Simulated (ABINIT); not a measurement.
## Convergence study of the plane-wave cutoff for AlSb (R3m, 2 atoms in the cell)

```
CELL_PARAMETERS angstrom
      0.00000     3.06079     3.06079
      3.06079     0.00000     3.06079
      3.06079     3.06079     0.00000
ATOMIC_POSITIONS crystal
  Al 0.00472 0.00472 0.00472
  Sb 0.25000 0.25000 0.25000
```

Computed with PBE, PAW (JTH v2.0 PBE PAW) (plane waves; ABINIT).

Base settings: pseudos = [Al.GGA_PBE-JTH.xml, Sb.GGA_PBE-JTH.xml]; ecut = 42 Ry; pawecutdg = 84 Ry; pawxcdev = 0; occopt = 3; tsmear = 0.00036749 Ha; ngkpt = 3 3 3; nshiftk = 1; shiftk = 0 0 0; potentials = JTH v2.0 PBE PAW.

Moved along: pawecutdg.

The second cell is the first with its lattice scaled by 0.98.

The mesh stays at the base's, so the ladder's end is converged at best in this setting alone.

Only quantities that move along the ladder and can be compared are tabulated; the gap is left out on so coarse a mesh.

The count of work is k-points × plane waves × bands × iterations; it is no time. 

The starting cell has typed, rounded lattice constants, without a prior relaxation at this level. Its lattice was rescaled by up to half a per cent. One atom was moved a little off its site on purpose. In the base run, with a pressure of about 4 GPa the cell is away from its equilibrium volume at this level.

```csv
ecut,free energy less the last step's (meV/atom),energy of the compressed cell less the first (meV/atom),pressure (GPa),count of work / last
14.6 Ry,202.88,62.90,3.35,0.046
16.8 Ry,185.69,60.02,3.04,0.059
19 Ry,140.51,60.16,2.09,0.068
20 Ry,116.60,60.16,1.96,0.084
24 Ry,37.34,62.27,2.83,0.10
26 Ry,23.11,61.72,3.37,0.12
30 Ry,17.55,62.02,3.75,0.14
34 Ry,14.86,61.84,3.63,0.20
38 Ry,10.35,61.73,3.63,0.22
42 Ry,8.12,61.87,3.74,0.25
46 Ry,7.85,61.89,3.76,0.34
50 Ry,6.97,61.83,3.69,0.38
56 Ry,4.17,61.85,3.68,0.42
64 Ry,2.81,61.82,3.76,0.48
74 Ry,2.02,61.82,3.71,0.64
84 Ry,0.43,61.80,3.74,0.77
100 Ry,0.00,61.82,3.74,1.0
```

Coarsest ecut that holds the energy of the compressed cell less the first within 1 meV/atom of the last step, with all finer ones: 24 Ry, at 0.10 of the last step's count of work; the step before is off by 1.7 meV/atom.

Coarsest ecut that holds the free energy within 5 meV/atom of the last step, with all finer ones: 56 Ry, at 0.42 of the last step's count of work; the step before is off by 7.0 meV/atom.

Coarsest ecut that holds the pressure within 1 GPa of the last step, with all finer ones: 24 Ry, at 0.10 of the last step's count of work; the step before is off by 1.8 GPa.

The energy difference between the two cells stays within 1 meV/atom of the last step's from 24 Ry on, the total only from 84 Ry on: much of the error is common to both cells and cancels.

Two neighbours can agree and both be off: 42 Ry and 46 Ry differ by 0.26 meV/atom in the free energy, yet lie about 7.9 meV/atom from the last step.
